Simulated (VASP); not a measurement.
Crystal: RbBr.

```
Rb Br
1.0
     0.03628    3.87830    3.87830
     3.87830    0.03628    3.87830
     3.87830    3.87830    0.03628
Rb Br
1 1
Direct
  0.00103 0.00103 0.00103
  0.24897 0.24897 0.24897
```

The cell was built by a generator and needn't be a form met in nature.

The cell isn't the ideal one: epitaxial_111 strain -0.7%.

Base run:

* Program: VASP 6.6.1
* Functional: HSE06
* Potentials or basis: VASP PAW PBE potentials, release 64 (Rb_sv, Br)
* Cutoff: 520 eV
* k mesh: 4 × 4 × 4
* Occupations: gaussian, width 0.01 eV
* Spin: no spin polarisation

Its results: band gap on the k mesh 5.18 eV, indirect (least direct gap 5.27 eV); pressure 0.1 GPa.

Task: The run is repeated on the same cell with these changes: functional from HSE06 to r2SCAN; k mesh from 4 × 4 × 4 to 6 × 6 × 6. What comes out?

Result: Band gap on the k mesh 4.65 eV, indirect (least direct gap 4.74 eV); pressure 0.1 GPa.

Several settings changed at once, so the effect can't be laid on one alone.

Caveats: the PAW data sets were made with another functional, which shifts forces and pressure a little.

A k mesh can miss the band edges.
